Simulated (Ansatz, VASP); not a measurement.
# Pt: VASP beside Ansatz

```
CELL_PARAMETERS angstrom
0.00489 1.95790 1.95790
1.95790 0.00489 1.95790
1.96279 1.96279 0.00000
ATOMIC_POSITIONS crystal
Pt 0.00000 0.00000 0.00000
```

Change from the starting cell: strain +0.0050 x Voigt [0, 0, 0, 0, 0, 1], atoms carried along.

Alike in both runs: task single point; functional PBEsol; k mesh 20 × 20 × 20; occupations gaussian, width 0.15 eV; no spin polarisation.

```csv
,VASP,Ansatz
version,VASP 6.6.1,Ansatz 0.2.0
potentials or method,"VASP PAW PBE potentials, release 64 (Pt)","scalar-relativistic, plane waves, PAW"
plane-wave cutoff (eV),520,420
valence electrons in the cell,10,18
```

Ansatz gave:

* gap on the k mesh at the Fermi level (eV): none
* pressure (GPa): 0.6
* largest component of the traceless stress (GPa): 0.40

**Question.** Estimate VASP's values.

**Answer.** gap on the k mesh at the Fermi level (eV): none; pressure (GPa): 0.2; largest component of the traceless stress (GPa): 0.41.

A gap of «none» marks a metal or a gap that the smearing closes. The two sets of potentials don't hold the same shells in valence.

Caveats: the PAW data sets were made with another functional, which shifts forces and pressure a little (VASP). The runs have no spin-orbit coupling, so splittings on Pt are missing.
